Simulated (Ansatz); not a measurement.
KCl (started from an entry of an open crystallographic database), relaxed with r2SCAN, was run in Ansatz 0.2.0 under altered settings. All numbers are computed, without spin polarisation but where a row says otherwise.

```
CELL_PARAMETERS angstrom
3.77081 0.00000 0.00000
0.00000 3.77081 0.00000
0.00000 0.00000 3.77081
ATOMIC_POSITIONS crystal
K 0.00000 0.00000 0.00000
Cl 0.50000 0.50000 0.50000
```

The base run's other keys:
```yaml
kpoints:
  mp_grid: { grid: [4, 4, 4] }
hamiltonian:
  xc: hse06
scf:
  occupations: { method: fixed }
  n_extra_bands: 4
```

It takes 10 iterations with 1021 plane waves at 420 eV and 10 k points, and leaves a mean stress of +0.65 GPa. The gap over this mesh is 6.367 eV.

Outcomes, with energy and stress as changes against the base:

| setting | outcome | ΔF (meV/atom) | Δ mean stress (GPa) | gap on the mesh (eV) | iterations |
| --- | --- | --- | --- | --- | --- |
| PBE hybrid, exx coeff 0.5, omega 0.3 1/Å | converged | – | -0.4 | 7.251 | 14 |
| scf.exx.ecutfock_ratio: 2 | converged | 0.0 | 0.0 | 6.367 | 10 |
| PBE hybrid, exx coeff 1.0, omega 0.5 1/Å | converged | – | -1.2 | 7.938 | 16 |
| PBE hybrid, exx coeff 0.1, omega 0.3 1/Å | converged | – | +0.3 | 5.463 | 9 |
| basis.ecutwfc: -100 | refused | – | – | – | – |
| basis.ecutwfc: 160 | converged, warned | +2355 | +0.5 | 6.194 | 11 |

A dash marks a value that wasn't obtained or can't be compared. Stress is positive in compression.

- PBE hybrid, exx coeff 0.5, omega 0.3 1/Å. That is 50 % exact exchange, screened with ω = 0.3 1/Å, against HSE06's 25 % screened at 0.208 1/Å. The mean stress moves by -0.4 GPa and the gap on the mesh by +0.884 eV (to 7.251). Totals of different functionals aren't comparable.
- PBE hybrid, exx coeff 1.0, omega 0.5 1/Å. That is 100 % exact exchange, screened with ω = 0.5 1/Å, against HSE06's 25 % screened at 0.208 1/Å. The mean stress moves by -1.2 GPa and the gap on the mesh by +1.571 eV (to 7.938). Totals of different functionals aren't comparable.
- PBE hybrid, exx coeff 0.1, omega 0.3 1/Å. That is 10 % exact exchange, screened with ω = 0.3 1/Å, against HSE06's 25 % screened at 0.208 1/Å. The mean stress moves by +0.3 GPa and the gap on the mesh by -0.904 eV (to 5.463). Totals of different functionals aren't comparable.
- basis.ecutwfc: -100. The input is refused before any iteration. Error: invalid value for `basis.ecutwfc`: must be finite and > 0; got -100 eV
- basis.ecutwfc: 160. 251 plane waves in place of 1021. The free energy moves by +2355 meV an atom, the mean stress by +0.5 GPa and the gap on the mesh by -0.173 eV (to 6.194). The basis is too small: these are errors of the cutoff. Warned: cutoff below recommended.

Within 1 meV an atom, 0.1 GPa and 0.005 eV of the base stay: scf.exx.ecutfock_ratio: 2.

The program warns that its thresholds are loose for a hybrid's stress.

The meshes of the hybrids are coarse, so their gaps aren't converged to the digits shown.
